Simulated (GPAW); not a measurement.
## CdTe: equation of state with vdW-DF-cx

**The experiment to reproduce.**

“Multiscale insight into the Cd1-xZnxTe vibrational-mechanical properties -- High-pressure experiments and ab initio calculations”, 2023, arxiv:2306.14539 quotes, for a powder of CdTe: bulk modulus 42 ± 2 GPa.

Crystal: CdTe.

```
Te Cd
1.0
     0.00000    3.20500    3.20500
     3.20500    0.00000    3.20500
     3.20500    3.20500    0.00000
Te Cd
1 1
Direct
  0.25000 0.25000 0.25000
  0.00000 0.00000 0.00000
```

```
Program             : GPAW 26.7.0
Task                : equation of state
Functional          : vdW-DF-cx
Potentials or basis : GPAW PAW data sets (gpaw-data 1.2.1)
Cutoff              : 600 eV
Basis               : pw
k mesh              : 6 × 6 × 6
Occupations         : fermi-dirac, width 0.05 eV
Spin                : no spin polarisation
Maxiter             : 150
Eos scales          : [0.94, 0.96, 0.98, 1.0, 1.02, 1.04, 1.06]
```

```
Equilibrium volume                      : 34.66 Å³/atom
Bulk modulus                            : 40 GPa
Pressure derivative of the bulk modulus : 4.8
```

Energy against volume, from the lowest point:
```tsv
volume (Å³/atom)	energy (meV/atom)
30.947	62.23
31.605	40.38
32.263	23.80
32.922	11.94
33.580	4.31
34.239	0.49
34.897	0.00
```

Wall time 2.1 min on 1 thread of Intel(R) Xeon(R) Platinum 8375C CPU @ 2.90GHz (Ice Lake), with other jobs on the host, peak memory 0.35 GiB.

A measured bulk modulus of CdTe is 42 GPa (powder; quoted in “Multiscale insight into the Cd1-xZnxTe vibrational-mechanical properties -- High-pressure experiments and ab initio calculations”, 2023, arxiv:2306.14539); the calculated 40 GPa misses it by -4.0 %. The fit is for a static lattice scaled at fixed shape and fixed fractional positions.

Caveat: the PAW data sets were made with another functional, which shifts forces and pressure a little. Spin-orbit coupling is left out, which matters for the levels of Te.
